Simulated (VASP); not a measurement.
The system is Te2Mo.

```xyz
3
Lattice="0.0000 3.7269 3.7269 3.7269 0.0000 3.7269 3.7269 3.7269 0.0000" Properties=species:S:1:pos:R:3 pbc="T T T"
Mo    0.0000    0.0000    0.0000
Te    1.8635    1.8635    1.8635
Te    5.5904    5.5904    5.5904
```

The cell was built by a generator and needn't be a form met in nature.

* Program: VASP 6.6.1
* Task: relaxation of cell and atoms
* Functional: PBE
* Potentials or basis: VASP PAW PBE potentials, release 64 (Mo_sv, Te)
* Cutoff: 600 eV
* k mesh: 6 × 6 × 6
* Occupations: fermi-dirac, width 0.02 eV
* Spin: no spin polarisation

At the start: pressure -13.5 GPa; volume 34.51 Å³/atom.

Q: How do energy, volume and symmetry change on relaxing?

A: Over 6 steps the energy falls by 602.8 meV/atom and the volume is 24.46 Å³/atom (-29.1 %); space group Fm-3m (No. 225, to 0.05 Å).

Step by step:
| step | energy change (eV) | largest force (eV/Å) | pressure (GPa) | volume (Å³) |
| --- | --- | --- | --- | --- |
| 1 | 0.0000 | 0.0000 | -13.53 | 103.54 |
| 2 | -1.5191 | 0.0000 | 13.37 | 65.72 |
| 3 | -1.8083 | 0.0000 | -0.31 | 73.62 |
| 4 | -1.8082 | 0.0000 | 0.37 | 73.09 |
| 5 | -1.8082 | 0.0000 | -0.37 | 73.66 |
| 6 | -1.8085 | 0.0000 | 0.01 | 73.37 |

Final structure:
```
CELL_PARAMETERS angstrom
0.00000 3.32269 3.32269
3.32269 0.00000 3.32269
3.32269 3.32269 0.00000
ATOMIC_POSITIONS crystal
Mo 0.00000 0.00000 0.00000
Te 0.25000 0.25000 0.25000
Te 0.75000 0.75000 0.75000
```

Caveat: the volume moved by over 15 % at a fixed basis, so the end points are rough.
